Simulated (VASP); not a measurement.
The system is Se.

```
Se
1.0
     4.06467    0.00000    0.00000
    -2.03234    3.52011    0.00000
     0.00000    0.00000    5.13369
Se
3
Direct
  0.24775 0.00000 0.33333
  0.00000 0.24775 0.66667
  0.75225 0.75225 0.00000
```

Program: VASP 6.6.1. Alike in all runs: task band structure; cell as given; cutoff (eV) 520; smearing gaussian 0.03 eV. Hardware: 2 MPI ranks on Intel(R) Xeon(R) Platinum 8488C (Sapphire Rapids) (shared host).

Question: Order these runs on this cell by their wall time, lowest first.
A. level TB-mBJ; potentials or basis VASP PAW PBE potentials, release 64 (Se); spin SOC, no magnetisation; k mesh 6 × 6 × 4
B. level TB-mBJ; potentials or basis VASP PAW PBE potentials, release 64 (Se); spin off; k mesh 9 × 9 × 6
C. level LDA; potentials or basis VASP PAW LDA potentials, release 64 (Se); spin off; k mesh 9 × 9 × 6

Answer: C (62 s), B (150 s), A (570 s).
